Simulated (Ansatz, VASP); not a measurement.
Two plane-wave programs on B

Contents of INCAR:

```
SYSTEM = B
  ALGO = Normal
  EDIFF = 1E-6
  EDIFFG = -0.01
  ENCUT = 600
  GGA = CA
  IBRION = 2
  ISIF = 3
  ISMEAR = -1
  LASPH = .TRUE.
  LCHARG = .FALSE.
  LREAL = .FALSE.
  LWAVE = .FALSE.
  NELM = 100
  NSW = 80
  PREC = Accurate
  SIGMA = 0.1
```

KPOINTS

```
k-points
0
G
  17 17 5
  0 0 0
```

Contents of POSCAR:

```
B
1.0
    2.1005919712      0.0000000000      0.0000000000
   -1.0502959856      1.8191660100      0.0000000000
    0.0000000000      0.0000000000      6.8605333778
B
4
Direct
    0.0000000000      0.0000000000      0.0000000000
    0.0000000000      0.0000000000      0.5000000000
    0.3333333333      0.6666666667      0.2500000000
    0.6666666667      0.3333333333      0.7500000000
```

Input for Ansatz:

```yaml
crystal:
  lattice:
    - [2.1005919712, 0.0, 0.0]
    - [-1.0502959856, 1.81916601, 0.0]
    - [0.0, 0.0, 6.8605333778]
  atoms:
    - { symbol: B, position: [0.0, 0.0, 0.0] }
    - { symbol: B, position: [0.0, 0.0, 0.5] }
    - { symbol: B, position: [0.3333333333, 0.6666666667, 0.25] }
    - { symbol: B, position: [0.6666666667, 0.3333333333, 0.75] }
hamiltonian:
  xc: lda
  pseudopotentials:
    kind: paw
    azcp:
      B: "pseudopotentials/B.paw.azcp"
basis:
  ecutwfc: 420
  fft_grid_basis: typed
kpoints:
  mp_grid: { grid: [17, 17, 5], shift: [0, 0, 0] }
magnetization:
  spin_polarized: false
scf:
  occupations: { method: fermi_dirac, width: 0.1 }
relax:
  max_steps: 60
  f_tol: 0.01
  cell: {}
output:
  write_density: true
  write_potential: true
  elf: true
  volumetric_format: npy
```

The cell was built by a generator and needn't be a form met in nature.

Alike in both runs: task relaxation of cell and atoms; functional LDA; k mesh 17 × 17 × 5; occupations fermi-dirac, width 0.1 eV; no spin polarisation.

```csv
,VASP,Ansatz
version,VASP 6.6.1,Ansatz 0.2.0
potentials or method,"VASP PAW LDA potentials, release 64 (B)","plane waves (420 eV) with PAW, scalar-relativistic"
plane-wave cutoff (eV),600,420
valence electrons in the cell,12,12
```

|  | VASP | Ansatz | Ansatz less VASP |
| --- | --- | --- | --- |
| relaxed volume (Å³/atom) | 7.50 | 8.64 | +1.137 |
| relaxed cell length with the largest relative difference (Å) | 12.025 | 13.872 | +1.8473 |
| energy change over the relaxation (meV/atom) | -725 | -799 | -73.3 |

One of these differences is far larger than is usual between the two programs; its cause wasn't traced. Ansatz warned: «pseudo_functional_mismatch».
